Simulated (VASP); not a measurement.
## A VASP 6.6.1 single-point calculation on BN

INCAR

```
LASPH = .TRUE.
METAGGA = R2SCAN
ISIF = 2
ENCUT = 520
LWAVE = .FALSE.
EDIFF = 1E-7
LCHARG = .FALSE.
NBANDS = 28
SIGMA = 0.01
NELM = 98
NSW = 0
ISMEAR = -5
PREC = Accurate
LREAL = .FALSE.
ALGO = Normal
IBRION = -1
```

KPOINTS

```
KPOINTS created by Atomic Simulation Environment
0
Gamma
12 12 12
0 0 0
```

POSCAR

```
B  N
 1.0000000000000000
     0.0000000000000000    1.7786474624999999    1.7458259350000001
     1.7786474624999999    0.0000000000000000    1.7458259350000001
     1.7786474624999999    1.7786474624999999    0.0000000000000000
 B   N
   1   1
Cartesian
  0.0000000000000000  0.0000000000000000  0.0000000000000000
  1.7786474624999999  1.7786474624999999  1.7458259350000001
```

The recommended PBE PAW datasets give the neutral cell 8 valence electrons.

Command

```
mpirun -np 1 vasp_std
```

OSZICAR

```
N       E                     dE             d eps       ncg     rms          rms(c)
DAV:   1     0.268643789179E+02    0.26864E+02   -0.41274E+03  9316   0.296E+02
DAV:   2    -0.178502073746E+02   -0.44715E+02   -0.42663E+02 11372   0.103E+02
DAV:   3    -0.186593684166E+02   -0.80916E+00   -0.80595E+00 10768   0.121E+01
DAV:   4    -0.186597880420E+02   -0.41963E-03   -0.41960E-03 10528   0.276E-01
DAV:   5    -0.186597881034E+02   -0.61432E-07   -0.66161E-07 10668   0.395E-03    0.610E+00
DAV:   6    -0.153456894529E+02    0.33141E+01   -0.23272E+00  9788   0.345E+00    0.264E+00
DAV:   7    -0.153949938734E+02   -0.49304E-01   -0.12323E-01 10980   0.123E+00    0.154E+00
DAV:   8    -0.154132052331E+02   -0.18211E-01   -0.18204E-02 10116   0.526E-01    0.202E-01
DAV:   9    -0.154129589931E+02    0.24624E-03   -0.25673E-03 10712   0.120E-01    0.620E-02
DAV:  10    -0.154129610535E+02   -0.20604E-05   -0.24238E-04 10276   0.500E-02    0.189E-02
DAV:  11    -0.154129609594E+02    0.94119E-07   -0.11778E-05 11208   0.116E-02    0.392E-03
DAV:  12    -0.154129610580E+02   -0.98602E-07   -0.16352E-07 10072   0.190E-03
   1 F= -.15412961E+02 E0= -.15412961E+02  d E =0.000000E+00
```

Standard output (part)

```
POSCAR found type information on POSCAR B N
 POSCAR found :  2 types and       2 ions
 LDA part: xc-table for (None), standard interpolation
 POSCAR, INCAR and KPOINTS ok, starting setup
 WAVECAR not read
 entering main loop
```

From OUTCAR

```
k-points           NKPTS =    163   k-points in BZ     NKDIM =    163   number of bands    NBANDS=     28

   NELECT =       8.0000    total number of electrons

   dimension x,y,z NGX =    20 NGY =   20 NGZ =   20
   dimension x,y,z NGXF=    40 NGYF=   40 NGZF=   40

  energy-cutoff  :      520.00
  volume of cell :       11.05
      direct lattice vectors                 reciprocal lattice vectors
     0.000000000  1.778647462  1.745825935    -0.281112480  0.281112480  0.286397395
     1.778647462  0.000000000  1.745825935     0.281112480 -0.281112480  0.286397395
     1.778647462  1.778647462  0.000000000     0.281112480  0.281112480 -0.286397395

 k-points in reciprocal lattice and weights: KPOINTS created by Atomic Simulation Env
   0.00000000  0.00000000  0.00000000       0.001
   0.08333333  0.00000000  0.00000000       0.005
   0.16666667  0.00000000  0.00000000       0.005
   0.25000000  0.00000000  0.00000000       0.005
   0.33333333  0.00000000  0.00000000       0.005
   0.41666667 -0.00000000  0.00000000       0.005
   0.50000000  0.00000000  0.00000000       0.002
   0.08333333  0.08333333  0.00000000       0.001
   ...

 E-fermi :  10.1519

 k-point     1 :       0.0000    0.0000    0.0000
  band No.  band energies     occupation
      1     -13.3520      2.00000
      2       8.6483      2.00000
      3       9.0898      2.00000
      4       9.0898      2.00000
      5      18.8638      0.00000
      6      22.2688      0.00000
      7      22.2688      0.00000
      8      23.2900      0.00000
      9      28.9440      0.00000
     10      28.9440      0.00000
     11      29.2460      0.00000
     12      35.5031      0.00000
     13      37.0408      0.00000
     14      37.9184      0.00000
     15      47.4654      0.00000
     16      67.9809      0.00000
     17      67.9809      0.00000
     18      69.0337      0.00000
     19      81.8726      0.00000
     20      83.5417      0.00000
     21      83.5417      0.00000
     22      83.8580      0.00000
     23      83.8580      0.00000
     24      85.6728      0.00000
     25      88.7132      0.00000
     26      88.7132      0.00000
     27      88.8172      0.00000
     28      89.7254      0.00000

 k-point     2 :       0.0833    0.0000    0.0000
  band No.  band energies     occupation
      1     -13.1533      2.00000
      2       8.0049      2.00000
      3       8.8464      2.00000
      4       9.0598      2.00000
      5      19.1676      0.00000
      6      21.5805      0.00000
      7      21.8587      0.00000
      8      22.7863      0.00000
      9      28.5810      0.00000
     10      29.4655      0.00000
     11      29.6449      0.00000
     12      37.4923      0.00000
     13      38.0966      0.00000
     14      38.9916      0.00000
     15      47.3161      0.00000
     16      66.9047      0.00000
     17      67.5051      0.00000
     18      68.3101      0.00000
     19      79.5416      0.00000
     20      80.2979      0.00000
     21      82.6247      0.00000
     22      83.2290      0.00000
     23      84.3728      0.00000
     24      86.1224      0.00000
     25      86.8555      0.00000
     26      87.5116      0.00000
     27      89.3253      0.00000
     28      95.3539      0.00000

 ...

  Total       -0.9753465     -0.9753465     -0.7870422      0.0000000      0.0000000     -0.0000000
  in kB     -141.4681973   -141.4681973   -114.1557762      0.0000000      0.0000000     -0.0000000
  external PRESSURE =    -132.3640569 kB  Pullay stress =       0.0000000 kB

 POSITION                                       TOTAL-FORCE (eV/Angst)
 -----------------------------------------------------------------------------------
      0.00000      0.00000      0.00000        -0.000000      0.000000      0.000000
      1.77865      1.77865      1.74583         0.000000     -0.000000     -0.000000
 -----------------------------------------------------------------------------------
    total drift:                                0.000000      0.000000      0.000000

  FREE ENERGIE OF THE ION-ELECTRON SYSTEM (eV)
  ---------------------------------------------------
  free  energy   TOTEN  =       -15.4129610580 eV

  energy  without entropy=      -15.4129610580  energy(sigma->0) =      -15.41296106
```

It converged. Results: gap between bands v and c on the k mesh 0.76 eV; least direct gap on the k mesh 6.17 eV; pressure -13.2 GPa. Band v is the last that the valence electrons fill when counted band by band, and c is the next.

For comparison, a separate r²SCAN run of the intended cell, on usual settings and not on those above, gives a gap of 0.76 eV on its mesh and a pressure of -13.2 GPa.

The run above took about 79 s on one core of a shared host (Intel Xeon 6975P-C) and held 0.16 GiB at most.
